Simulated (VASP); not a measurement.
Input of a VASP 6.6.1 run:

INCAR

```
SYSTEM = C
PREC     = Accurate       ! precision mode
ENCUT    = 520            ! plane-wave cutoff, eV
EDIFF    = 1E-6           ! SCF threshold, eV
ISMEAR   = 0              ! smearing method
SIGMA    = 0.03           ! smearing width, eV
LREAL    = .False.        ! projectors in reciprocal space
LASPH    = .True.         ! aspherical terms in the spheres
NELM     = 80             ! most SCF steps
ALGO     = Normal         ! electronic algorithm
ISIF     = 2              ! what is computed and relaxed
LWAVE    = .False.        ! write WAVECAR
LCHARG   = .False.        ! write CHGCAR
GGA      = RP             ! functional
NBANDS   = 11             ! bands
ICORELEVEL= 1
```

Contents of KPOINTS:

```
Automatic mesh
0
Gamma
  14 14 14
  0 0 0
```

File POSCAR:

```
C                                       
1.0
    0.0000000000      1.7940792463      1.7940792463
    1.7940792463      0.0000000000      1.7940792463
    1.7940792463      1.7940792463      0.0000000000
  C             
     2
Direct
     0.0000000000000000    0.0000000000000000    0.0000000000000000
     0.2500000000000000    0.2500000000000000    0.2500000000000000
```

File KPOINTS_OPT:

```
explicit points
159
Reciprocal
 0.0000000000  0.0000000000  0.0000000000 1
 0.0357142857  0.0000000000  0.0357142857 1
 0.0714285714  0.0000000000  0.0714285714 1
 0.1071428571  0.0000000000  0.1071428571 1
 0.1428571429  0.0000000000  0.1428571429 1
 0.1785714286  0.0000000000  0.1785714286 1
[... 151 lines left out ...]
 0.4250000000  0.0000000000  0.4250000000 1
 0.4500000000  0.0000000000  0.4500000000 1
```

Potentials or basis: VASP PAW PBE potentials, release 64 (C).

The run is started by

```bash
$ cat potpaw_PBE.64/C/POTCAR > POTCAR
$ mpirun -np 1 vasp_std > vasp.out
```

(1) Predict the band gap on the k mesh.

(2) What does it give for the pressure?

## Answers

(1) 4.09 eV, indirect (least direct gap 5.54 eV).

(2) 0.6 GPa.

Caveat: the PAW data sets were made with another functional, which shifts forces and pressure a little.
